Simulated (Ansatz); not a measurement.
# Ti: the cost of one run

Computed with Ansatz 0.2.0 (DFT PBE, scalar-relativistic, plane waves, PAW, unless a step's input says otherwise).

1 further run of the same task is left out (it didn't finish).

### 1 Starting point

The structure is hexagonal, space group P6/mmm (No. 191). The conventional cell has a = 4.567 Å, b = 4.567 Å, c = 2.826 Å, α = 90.00°, β = 90.00°, γ = 120.00°. Ti (site symmetry 6/mmm) has 14 Ti at 2.83 to 2.99 Å as nearest neighbours. Around Ti (site symmetry -6m2) lie 11 Ti at 2.64 to 2.99 Å.

Coordinates:

```cif
data_structure
_symmetry_space_group_name_H-M 'P 1'
_symmetry_Int_Tables_number 1
_cell_length_a 4.5674
_cell_length_b 4.5674
_cell_length_c 2.8262
_cell_angle_alpha 90.000
_cell_angle_beta 90.000
_cell_angle_gamma 120.000
_cell_volume 51.06
loop_
_atom_site_label
_atom_site_type_symbol
_atom_site_fract_x
_atom_site_fract_y
_atom_site_fract_z
_atom_site_occupancy
Ti1 Ti 0.00000 0.00000 0.00000 1
Ti2 Ti 0.33333 0.66667 0.50000 1
Ti3 Ti 0.66667 0.33333 0.50000 1
```

The structure comes from the Materials Project (structure only).

(A quick probe on a coarse mesh, which set the mesh and smearing, is not shown.)

### 3 Relaxing cell and atoms

input.yaml

```yaml
crystal:
  lattice:
    - [4.5673748306, 0.0, 0.0]
    - [-2.2836874153, 3.9554626319, 0.0]
    - [0.0, 0.0, 2.82624427]
  atoms:
    - { symbol: Ti, position: [0.0, 0.0, 0.0] }
    - { symbol: Ti, position: [0.33333333, 0.66666667, 0.5] }
    - { symbol: Ti, position: [0.66666667, 0.33333333, 0.5] }
basis:
  ecutwfc: 420
kpoints:
  mp_grid: { grid: [12, 12, 14] }
hamiltonian:
  xc: pbe
scf:
  occupations: { method: gaussian, width: 0.1 }
output:
  forces: true
  stress: true
  eigenvalues: true
relax:
  adjacent_minimum: "off"
  f_tol: 0.005
  max_steps: 80
  cell: { stress_tol: 0.05 }
```

Started as:

```
> ansatz run input.yaml --threads 1 --pin off --max-ram 2560MiB --backend cpu --events-out ev --progress --plain --runs-dir out
```

**Question.** How long does this run take on 1 thread of AMD EPYC 7R43 (Zen 3), shared host, and how much memory does it need?

About 42 s, with a peak of 0.49 GiB.
